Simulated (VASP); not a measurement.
Crystal: C.

```xyz
4
Lattice="2.4673 0.0000 0.0000 -1.2336 2.1367 0.0000 0.0000 0.0000 7.8031" Properties=species:S:1:pos:R:3 pbc="T T T"
C     0.0000    0.0000    1.9508
C     0.0000    0.0000    5.8523
C     0.0000    1.4245    1.9508
C     1.2336    0.7122    5.8523
```

| Property | Result |
| --- | --- |
| Program | VASP 6.6.1 |
| Task | relaxation of cell and atoms |
| Functional | r2SCAN |
| Dispersion | rVV10 |
| Potentials or basis | VASP PAW PBE potentials, release 64 (C) |
| Cutoff | 600 eV |
| k mesh | 12 × 12 × 4 |
| Occupations | gaussian, width 0.03 eV |
| Spin | no spin polarisation |

At the start: pressure -3.9 GPa; volume 10.28 Å³/atom.

Question: How do energy, volume and symmetry change on relaxing?

Answer: Over 10 steps the energy falls by 21.9 meV/atom and the volume is 8.63 Å³/atom (-16.1 %); space group P6_3/mmc (No. 194, to 0.05 Å).

The path:
```
step  energy change (eV)  largest force (eV/Å)  pressure (GPa)  volume (Å³)
   1              0.0000                0.0000           -3.89        41.14
   2              0.0165                0.0000            6.61        39.67
   3             -0.0067                0.0000           -0.38        40.62
   4             -0.0128                0.0000           -0.41        40.27
   5             -0.0312                0.0000           -0.47        39.22
   6             -0.0655                0.0000           -0.46        37.12
   7             -0.0742                0.0000            0.70        32.92
   8             -0.0859                0.0000           -0.19        35.17
   9             -0.0876                0.0000            0.05        34.37
  10             -0.0877                0.0000           -0.02        34.53
```

Final structure:
```
CELL_PARAMETERS angstrom
2.45609 0.00000 0.00000
-1.22804 2.12703 0.00000
0.00000 0.00000 6.60967
ATOMIC_POSITIONS crystal
C 0.00000 0.00000 0.25000
C 0.00000 0.00000 0.75000
C 0.33333 0.66667 0.25000
C 0.66667 0.33333 0.75000
```

Caveat: the volume moved by over 15 % at a fixed basis, so the end points are rough; the PAW data sets were made with another functional, which shifts forces and pressure a little.
